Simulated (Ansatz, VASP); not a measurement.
# AlN in VASP and in Ansatz

```
Al N
1.0
     3.31212    0.00000    0.00000
    -1.65606    2.86838    0.00000
     0.00000    0.00000    4.18756
Al N
2 2
Direct
  0.33333 0.66667 0.75000
  0.66667 0.33333 0.25000
  0.33333 0.66667 0.25000
  0.66667 0.33333 0.75000
```

Measurements of this composition are mostly on another form, of space group No. 186.

Alike in both runs: task single point; functional r2SCAN; dispersion rVV10; k mesh 6 × 6 × 4; occupations gaussian, width 0.1 eV; no spin polarisation.

|  | VASP | Ansatz |
| --- | --- | --- |
| version | VASP 6.6.1 | Ansatz 0.2.0 |
| potentials or method | VASP PAW PBE potentials, release 64 (Al, N) | scalar-relativistic, plane waves, PAW |
| plane-wave cutoff (eV) | 520 | 500 |
| valence electrons in the cell | 16 | 16 |

Ansatz gave:

- gap on the k mesh at the Fermi level (eV): 3.77
- least direct gap on the mesh (eV): 3.77
- pressure (GPa): -5.9
- largest component of the traceless stress (GPa): 0.24

Task: Estimate VASP's values.

Result: gap on the k mesh at the Fermi level (eV): 3.81; least direct gap on the mesh (eV): 3.81; pressure (GPa): -6.3; largest component of the traceless stress (GPa): 0.34.

Caveats: the PAW data sets were made with another functional, which shifts forces and pressure a little (VASP). r2SCAN opens gaps a little over a GGA but as a rule still falls short of measured ones.
